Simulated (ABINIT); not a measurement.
# PbSe (Clausthalite) (Fm-3m) in ABINIT: single point with LDA

Aim: the single point of PbSe (Clausthalite) with LDA.

Everything below comes from runs of ABINIT 10.8.3 (patched build). Logs are shortened: lines on timing, memory, paths and dates and some standing lists are left out, and cuts for length are marked. The log counts tension as positive stress, the text compression.

## Step 1: The undisturbed crystal

Symmetry: Fm-3m, No. 225, cubic system. The conventional cell has a = 6.121 Å, b = 6.121 Å, c = 6.121 Å, α = 90.00°, β = 90.00°, γ = 90.00°. Pb (site symmetry m-3m) has 6 Se at 3.06 Å as nearest neighbours. Se (site symmetry m-3m) has 6 Pb at 3.06 Å as nearest neighbours.

## Step 2: Single point, LDA (cell relaxed)

run.abi

```
# Pseudopotentials
pp_dirpath "./"
pseudos "Pb.upf, Se.upf"

# Structure
acell 3*1.0
rprim
     0.0000000000     5.7019729834     5.7019729834
     5.7019729834     0.0000000000     5.7019729834
     5.7019729834     5.7019729834     0.0000000000
ntypat 2
znucl 82 34
natom 2
typat 1 2
xred
     0.0000000000     0.0000000000     0.0000000000
     0.5000000000     0.5000000000     0.5000000000
chkprim 0
chksymtnons 0
tolsym 1.0e-6

# Plane-wave basis
ecut 43.0

# k points
kptopt 1
ngkpt 6 6 6
nshiftk 1
shiftk 0.0 0.0 0.0

# Exchange and correlation
ixc 7

# Bands and occupations
nband 19
occopt 3
tsmear 0.05 eV

# SCF cycle
nstep 100
tolvrs 1.0e-10

# Output
iomode 3
prtwf 0
prtden 0
prteig 0
prtebands 0
enunit 1
```

Potentials or basis: PseudoDojo NC SR LDA v0.4.1 standard.

Run with:

```console
$ mpirun --bind-to none -np 4 abinit run.abi > log 2>&1
```

run.abo:

```text
.Version 10.8.3 of ABINIT
 Symmetries : space group Fm -3 m (#225); Bravais cF (face-center cubic)
================================================================================
 Values of the parameters that define the memory need of the present run
     intxc =       0    ionmov =       0      iscf =       7    lmnmax =       6
     lnmax =       6     mgfft =      48  mpssoang =       3    mqgrid =    3001
     natom =       2  nloc_mem =       1    nspden =       1   nspinor =       1
    nsppol =       1      nsym =      48    n1xccc =    2501    ntypat =       2
    occopt =       3   xclevel =       1
       mpw =        5014          nfft =      110592          nkpt =          16
================================================================================
================================================================================

--------------------------------------------------------------------------------
------------- Echo of variables that govern the present computation ------------
--------------------------------------------------------------------------------
 -outvars: echo values of preprocessed input variables --------
            acell      1.0000000000E+00  1.0000000000E+00  1.0000000000E+00 Bohr
              amu      2.07200000E+02  7.89600000E+01
          chkprim           0
      chksymtnons           0
             ecut      4.30000000E+01 Hartree
           enunit           1
              ixc           7
         kptrlatt        6    0    0      0    6    0      0    0    6
          kptrlen      4.83828452E+01
            natom           2
            nband          19
            ngfft          48      48      48
             nkpt          16
            nstep         100
             nsym          48
           ntypat           2
           occopt           3
           prtden           0
        prtebands           0
           prteig           0
            prtwf           0
            rprim      0.0000000000E+00  5.7019729834E+00  5.7019729834E+00
                       5.7019729834E+00  0.0000000000E+00  5.7019729834E+00
                       5.7019729834E+00  5.7019729834E+00  0.0000000000E+00
          spgroup         225
           tolsym      1.00000000E-06
           tolvrs      1.00000000E-10
           tsmear      1.83746611E-03 Hartree
            typat      1  2
           xangst      0.0000000000E+00  0.0000000000E+00  0.0000000000E+00
                       3.0173541580E+00  3.0173541580E+00  3.0173541580E+00
            xcart      0.0000000000E+00  0.0000000000E+00  0.0000000000E+00
                       5.7019729834E+00  5.7019729834E+00  5.7019729834E+00
             xred      0.0000000000E+00  0.0000000000E+00  0.0000000000E+00
                       5.0000000000E-01  5.0000000000E-01  5.0000000000E-01
            znucl       82.00000   34.00000

================================================================================

 chkinp: Checking input parameters for consistency.

================================================================================
== DATASET  1 ==================================================================

--- !DatasetInfo
iteration_state: {dtset: 1, }
dimensions: {natom: 2, nkpt: 16, mband: 19, nsppol: 1, nspinor: 1, nspden: 1, mpw: 5014, }
cutoff_energies: {ecut:  43.0, pawecutdg:  -1.0, }
electrons: {nelect:   3.00000000E+01, charge:   0.00000000E+00, occopt:   3.00000000E+00, tsmear:   1.83746611E-03, }
meta: {optdriver: 0, ionmov: 0, optcell: 0, iscf: 7, paral_kgb: 0, }
...

 Exchange-correlation functional for the present dataset will be:
  LDA: Perdew-Wang 92 LSD fit to Ceperley-Alder data - ixc=7
  J.P.Perdew and Y.Wang, PRB 45, 13244 (1992)

 Real(R)+Recip(G) space primitive vectors, cartesian coordinates (Bohr,Bohr^-1):
 R(1)=  0.0000000  5.7019730  5.7019730  G(1)= -0.0876889  0.0876889  0.0876889
 R(2)=  5.7019730  0.0000000  5.7019730  G(2)=  0.0876889 -0.0876889  0.0876889
 R(3)=  5.7019730  5.7019730  0.0000000  G(3)=  0.0876889  0.0876889 -0.0876889
 Unit cell volume ucvol=  3.7077075E+02 bohr^3
 Angles (23,13,12)=  6.00000000E+01  6.00000000E+01  6.00000000E+01 degrees

 getcut: wavevector=  0.0000  0.0000  0.0000  ngfft=  48  48  48
         ecut(hartree)=     43.000   => boxcut(ratio)=   2.01652

--- Pseudopotential description ------------------------------------------------
- pspini: atom type   1  psp file is ./Pb.upf
12 -1012 2 -1 1638                            pspcod,pspxc,lmax,lloc,mmax
     nproj     2     2     2

- pspini: atom type   2  psp file is ./Se.upf
12 -1012 2 -1 1198                            pspcod,pspxc,lmax,lloc,mmax
     nproj     2     2     2

   2.17555319E+03                                ecore*ucvol(ha*bohr**3)
--------------------------------------------------------------------------------

================================================================================

--- !BeginCycle
iteration_state: {dtset: 1, }
solver: {iscf: 7, nstep: 100, nline: 4, wfoptalg: 0, }
tolerances: {tolvrs: 1.00E-10, }
...

     iter   Etot(hartree)      deltaE(h)  residm     vres2
 ETOT  1  -190.88376604413    -1.909E+02 1.237E+00 1.090E+02
 ETOT  2  -191.48088375794    -5.971E-01 5.708E-03 4.804E+00
 ETOT  3  -191.48149729875    -6.135E-04 4.985E-04 2.015E-01
 ETOT  4  -191.48151489265    -1.759E-05 3.104E-04 1.303E-02
 ETOT  5  -191.48151626651    -1.374E-06 3.026E-04 9.982E-04
 ETOT  6  -191.48151637139    -1.049E-07 8.027E-04 6.252E-06
 ETOT  7  -191.48151637205    -6.625E-10 4.082E-04 7.230E-08
 ETOT  8  -191.48151637206    -9.493E-12 8.504E-04 1.251E-08
 ETOT  9  -191.48151637206    -1.819E-12 2.617E-04 2.429E-10
 ETOT 10  -191.48151637205     6.139E-12 4.118E-04 2.533E-14

 At SCF step   10       vres2   =  2.53E-14 < tolvrs=  1.00E-10 =>converged.

 Cartesian components of stress tensor (hartree/bohr^3)
  sigma(1 1)=  4.05024632E-07  sigma(3 2)=  0.00000000E+00
  sigma(2 2)=  4.05024632E-07  sigma(3 1)=  0.00000000E+00
  sigma(3 3)=  4.05024632E-07  sigma(2 1)=  0.00000000E+00

--- !ResultsGS
iteration_state: {dtset: 1, }
comment   : Summary of ground state results
lattice_vectors:
- [  0.0000000,   5.7019730,   5.7019730, ]
- [  5.7019730,   0.0000000,   5.7019730, ]
- [  5.7019730,   5.7019730,   0.0000000, ]
lattice_lengths: [   8.06381,    8.06381,    8.06381, ]
lattice_angles: [ 60.000,  60.000,  60.000, ] # degrees, (23, 13, 12)
lattice_volume:   3.7077075E+02
convergence: {deltae:  6.139E-12, res2:  2.533E-14, residm:  4.118E-04, diffor: null, }
etotal    :  -1.91481516E+02
entropy   :   0.00000000E+00
fermie    :   1.68730874E-01
cartesian_stress_tensor: # hartree/bohr^3
- [  4.05024632E-07,   0.00000000E+00,   0.00000000E+00, ]
- [  0.00000000E+00,   4.05024632E-07,   0.00000000E+00, ]
- [  0.00000000E+00,   0.00000000E+00,   4.05024632E-07, ]
pressure_GPa:  -1.1916E-02
xred      :
- [  0.0000E+00,   0.0000E+00,   0.0000E+00, Pb]
- [  5.0000E-01,   5.0000E-01,   5.0000E-01, Se]
cartesian_forces: # hartree/bohr
- [ -0.00000000E+00,  -0.00000000E+00,  -0.00000000E+00, ]
- [ -0.00000000E+00,  -0.00000000E+00,  -0.00000000E+00, ]
force_length_stats: {min:   0.00000000E+00, max:   0.00000000E+00, mean:   0.00000000E+00, }
...

 Integrated electronic density in atomic spheres:
 ------------------------------------------------
 Atom  Sphere_radius  Integrated_density
    1        2.00000         10.06236582
    2        2.00000         13.23604330
================================================================================

 ----iterations are completed or convergence reached----

 Mean square residual over all n,k,spin=   13.594E-07; max=  41.180E-05
 reduced coordinates (array xred) for    2 atoms
       0.000000000000      0.000000000000      0.000000000000
       0.500000000000      0.500000000000      0.500000000000
 rms dE/dt=  0.0000E+00; max dE/dt=  0.0000E+00; dE/dt below (all hartree)
    1       0.000000000000      0.000000000000      0.000000000000
    2       0.000000000000      0.000000000000      0.000000000000

 cartesian coordinates (angstrom) at end:
    1      0.00000000000000     0.00000000000000     0.00000000000000
    2      3.01735415795286     3.01735415795286     3.01735415795286

 cartesian forces (hartree/bohr) at end:
    1     -0.00000000000000    -0.00000000000000    -0.00000000000000
    2     -0.00000000000000    -0.00000000000000    -0.00000000000000
 frms,max,avg= 0.0000000E+00 0.0000000E+00   0.000E+00  0.000E+00  0.000E+00 h/b

 cartesian forces (eV/Angstrom) at end:
    1     -0.00000000000000    -0.00000000000000    -0.00000000000000
    2     -0.00000000000000    -0.00000000000000    -0.00000000000000
 frms,max,avg= 0.0000000E+00 0.0000000E+00   0.000E+00  0.000E+00  0.000E+00 e/A
 length scales=  1.000000000000  1.000000000000  1.000000000000 bohr
              =  0.529177210544  0.529177210544  0.529177210544 angstroms
 Fermi (or HOMO) energy (eV) =   4.59140   Average Vxc (eV)= -10.60952
 Eigenvalues (   eV  ) for nkpt=  16  k points:
 kpt#   1, nband= 19, wtk=  0.00463, kpt=  0.0000  0.0000  0.0000 (reduced coord)
 -43.04039  -43.04039  -43.03705  -43.03705  -43.03705  -12.24895  -12.24895  -12.24508
 -12.24508  -12.24508   -9.45827   -1.83202    2.50550    2.50550    2.50550    9.25119
   9.25119    9.25119   10.98151
 prteigrs : prtvol=0 or 1, do not print more k-points.

--- !EnergyTerms
iteration_state     : {dtset: 1, }
comment             : Components of total free energy in Hartree
kinetic             :  1.12787505260767E+02
hartree             :  4.90164092955099E+01
xc                  : -4.36161852871694E+01
Ewald energy        : -1.12266315421240E+02
psp_core            :  5.86765058608427E+00
local_psp           : -1.38121503869533E+02
non_local_psp       : -6.51489871037403E+01
internal            : -1.91481426539321E+02
'-kT*entropy'       : -8.98327337135765E-05
total_energy        : -1.91481516372055E+02
total_energy_eV     : -5.21047750096612E+03
band_energy         : -2.07642144499531E+01
...

 Cartesian components of stress tensor (hartree/bohr^3)
  sigma(1 1)=  4.05024632E-07  sigma(3 2)=  0.00000000E+00
  sigma(2 2)=  4.05024632E-07  sigma(3 1)=  0.00000000E+00
  sigma(3 3)=  4.05024632E-07  sigma(2 1)=  0.00000000E+00

-Cartesian components of stress tensor (GPa)         [Pressure= -1.1916E-02 GPa]
- sigma(1 1)=  1.19162361E-02  sigma(3 2)=  0.00000000E+00
- sigma(2 2)=  1.19162361E-02  sigma(3 1)=  0.00000000E+00
- sigma(3 3)=  1.19162361E-02  sigma(2 1)=  0.00000000E+00

== END DATASET(S) ==============================================================
================================================================================

 -outvars: echo values of variables after computation  --------
            acell      1.0000000000E+00  1.0000000000E+00  1.0000000000E+00 Bohr
           etotal     -1.9148151637E+02
            fcart     -0.0000000000E+00 -0.0000000000E+00 -0.0000000000E+00
                      -0.0000000000E+00 -0.0000000000E+00 -0.0000000000E+00
            rprim      0.0000000000E+00  5.7019729834E+00  5.7019729834E+00
                       5.7019729834E+00  0.0000000000E+00  5.7019729834E+00
                       5.7019729834E+00  5.7019729834E+00  0.0000000000E+00
           strten      4.0502463192E-07  4.0502463192E-07  4.0502463192E-07
                       0.0000000000E+00  0.0000000000E+00  0.0000000000E+00
           xangst      0.0000000000E+00  0.0000000000E+00  0.0000000000E+00
                       3.0173541580E+00  3.0173541580E+00  3.0173541580E+00
             xred      0.0000000000E+00  0.0000000000E+00  0.0000000000E+00
                       5.0000000000E-01  5.0000000000E-01  5.0000000000E-01
 Calculation completed.
```

Wall time 18 s (4 MPI ranks of Intel Xeon Platinum 8259CL at 2.50GHz (Skylake/Cascade Lake), shared host); peak memory 0.32 GiB.

Results:

```yaml
Free_energy: -5210.4775 eV
Pressure: 0.0 GPa
Band_gap_on_the_k_mesh: 0.05 eV, direct
Valence_electrons_inside_the_program's_atomic_spheres: Pb 10.06; Se 13.24
```

Levels at points of the mesh, in eV from the valence-band top:
```csv
k point,band 12,band 13,band 14,band 15,band 16,band 17,band 18,band 19
"(0.00, 0.00, 0.00)",-6.40,-2.06,-2.06,-2.06,4.69,4.69,4.69,6.42
"(0.50, 0.00, 0.00)",-9.16,-1.61,-1.61,0.00,0.05,1.51,1.51,8.48
"(0.50, 0.50, 0.00)",-7.60,-5.38,-3.51,-3.51,3.46,5.66,5.66,6.12
```

Caveat: spin-orbit coupling is left out, which as a rule narrows the gap of such compounds by several tenths of an eV. A k mesh can miss the band edges.
